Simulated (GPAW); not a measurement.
Wanted: an ASE script for a GPAW 26.7.0 run.

| Property | Result |
| --- | --- |
| Task | band structure |
| Functional | PBEsol |
| Potentials or basis | PAW data sets generated in the run's folder for this functional |
| Cutoff | 600 eV |
| Basis | pw |
| k mesh | 7 × 7 × 2 |
| Occupations | fermi-dirac, width 0.05 eV |
| Spin | spin-orbit coupling, no magnetisation |
| Maxiter | 150 |
| Band path | GMKGALHA,LM,KH |
| Band points | 100 |
| spin axis theta (degrees) | 0 |
| spin axis phi (degrees) | 0 |
| Soc after scf | second variation |

The structure of Te2Mo lies in Te2Mo.xyz:

```xyz
6
Lattice="3.5182000000 0.0000000000 0.0000000000 -1.7591000000 3.0468505756 0.0000000000 0.0000000000 0.0000000000 13.9736000000" Properties=species:S:1:pos:R:3 pbc="T T T"
Te     1.7591000002      1.0156168584      5.2959944000
Te    -0.0000000002      2.0312337172     12.2827944000
Te     1.7591000002      1.0156168584      1.6908056000
Te    -0.0000000002      2.0312337172      8.6776056000
Mo     1.7591000002      1.0156168584     10.4802000000
Mo    -0.0000000002      2.0312337172      3.4934000000
```

The input as run:

run.py

```python
import numpy as np
from ase.dft.bandgap import bandgap
from ase.io import read, write
from ase.units import GPa
from gpaw import GPAW, PW, setup_paths
from gpaw.spinorbit import soc_eigenstates

setup_paths.insert(0, '.')

atoms = read('Te2Mo.xyz')

calc = GPAW(mode=PW(600),
            xc='PBEsol',
            kpts={'size': (7, 7, 2), 'gamma': True},
            occupations={'name': 'fermi-dirac', 'width': 0.05},
            nbands=46,
            convergence={'density': 1e-05, 'energy': 1e-05},
            maxiter=150,
            txt='gpaw.txt')
atoms.calc = calc
energy = atoms.get_potential_energy()
forces = atoms.get_forces()
stress = atoms.get_stress()
calc.write('gs.gpw')
write('result.traj', atoms)
print(f'Energy: {energy:.6f} eV')
print('Forces (eV/A):')
print(forces.round(4))
print('Stress (GPa):', (stress / GPa).round(3))
print('Fermi level:', round(calc.get_fermi_level(), 4), 'eV')
print(f'Gap: {bandgap(calc)[0]:.4f} eV, direct: {bandgap(calc, direct=True)[0]:.4f} eV')

path = atoms.cell.bandpath('GMKGALHA,LM,KH', npoints=100, eps=1e-4)
bs_calc = calc.fixed_density(kpts=path, symmetry='off', nbands=73,
                             convergence={'bands': 'CBM+6.0', 'eigenstates': 1e-6}, txt='bands.txt')
bs = bs_calc.band_structure()
bs.write('bs.json')
print(f'Gap on the path: {bandgap(bs_calc)[0]:.4f} eV')

soc = soc_eigenstates(bs_calc, theta=0, phi=0)
np.savetxt('soc_bands.dat', soc.eigenvalues(), fmt='%.4f')
mesh = soc_eigenstates('gs.gpw', theta=0, phi=0)
np.savetxt('soc_mesh.dat', mesh.eigenvalues(), fmt='%.4f')
print('Fermi level with spin-orbit coupling:', round(mesh.fermi_level, 4), 'eV')
```

Potentials or basis: PAW data sets generated in the run's folder for this functional, pw.

Command:

```sh
$ gpaw-setup -f PBEsol Mo Te
$ OMP_NUM_THREADS=1 python run.py
```

It gave:

```
Pressure                : -1.7 GPa
Largest force           : 0.163 eV/Å
Band gap on the k mesh  : 0.79 eV, indirect (least direct gap 1.18 eV)
Band gap along the path : 0.67 eV, indirect (least direct gap 0.95 eV)
```

Caveat: spin-orbit coupling was added after a scalar SCF, so levels and gaps hold it while energy, forces, pressure and moments don't; this program's spin-orbit splittings come out too wide for heavy elements; the mesh misses the band edges, which the band path finds closer together; this functional lacks dispersion, which binds the layers, so the pressure and a relaxed spacing across them are unreliable.

It took 6 min on 1 thread of Arm Neoverse V2 (shared host), peak memory 1.1 GiB.
